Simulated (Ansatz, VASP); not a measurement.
Two plane-wave programs on BN

INCAR

```
SYSTEM = BN
PREC = Accurate
ENCUT = 520
EDIFF = 1E-7
ISMEAR = 0
SIGMA = 0.05
LREAL = .False.
LASPH = .True.
NELM = 100
ALGO = Normal
ISIF = 2
LWAVE = .False.
LCHARG = .False.
GGA = PS
NBANDS = 16
```

Contents of KPOINTS:

```
Automatic mesh
0
Gamma
  12 12 4
  0 0 0
```

Contents of POSCAR:

```
BN
1.0
    2.5043488457      0.0000000000      0.0000000000
   -1.2521744229      2.1688297203      0.0000000000
    0.0000000000      0.0000000000      7.0190956742
B N
2 2
Direct
    0.3110649686      0.6503650923      0.2500000000
    0.6443983019      0.3170317589      0.7500000000
    0.3333333333      0.6666666667      0.7500000000
    0.6666666667      0.3333333333      0.2500000000
```

Input for Ansatz:

```yaml
crystal:
  lattice:
    - [2.5043488457, 0.0, 0.0]
    - [-1.2521744229, 2.1688297203, 0.0]
    - [0.0, 0.0, 7.0190956742]
  atoms:
    - { symbol: B, position: [0.3110649686, 0.6503650923, 0.25] }
    - { symbol: B, position: [0.6443983019, 0.3170317589, 0.75] }
    - { symbol: "N", position: [0.3333333333, 0.6666666667, 0.75] }
    - { symbol: "N", position: [0.6666666667, 0.3333333333, 0.25] }
basis:
  ecutwfc: 420
kpoints:
  mp_grid: { grid: [12, 12, 4] }
hamiltonian:
  xc: pbesol
scf:
  occupations: { method: gaussian, width: 0.05 }
output:
  forces: true
  stress: true
  eigenvalues: true
```

Change from the starting cell: all B atoms moved -0.050 Å, as atom 1 along Cartesian [1 1 0].

Alike in both runs: task single point; functional PBEsol; k mesh 12 × 12 × 4; occupations gaussian, width 0.05 eV; no spin polarisation.

|  | VASP | Ansatz |
| --- | --- | --- |
| version | VASP 6.6.1 | Ansatz 0.2.0 |
| potentials or method | VASP PAW PBE potentials, release 64 (B, N) | scalar-relativistic, plane waves, PAW |
| plane-wave cutoff (eV) | 520 | 420 |
| valence electrons in the cell | 16 | 16 |

Ansatz gave:

```
gap on the k mesh at the Fermi level (eV)       : 4.20
least direct gap on the mesh (eV)               : 4.64
pressure (GPa)                                  : 0.9
largest component of the traceless stress (GPa) : 0.89
rms of the force components (eV/Å)              : 1.207
```

Q: What did VASP give for the same quantities?

A: gap on the k mesh at the Fermi level (eV): 4.19; least direct gap on the mesh (eV): 4.63; pressure (GPa): 1.2; largest component of the traceless stress (GPa): 1.30; rms of the force components (eV/Å): 1.206.

Atom by atom the forces differ by 0.001 eV/Å (rms over components). The functional is the same, so the differences come from potentials, cutoffs and numerics.

Caveats: the PAW data sets were made with another functional, which shifts forces and pressure a little (VASP); this functional lacks dispersion, which binds the layers, so the pressure and a relaxed spacing across them are unreliable. A k mesh can miss the band edges.
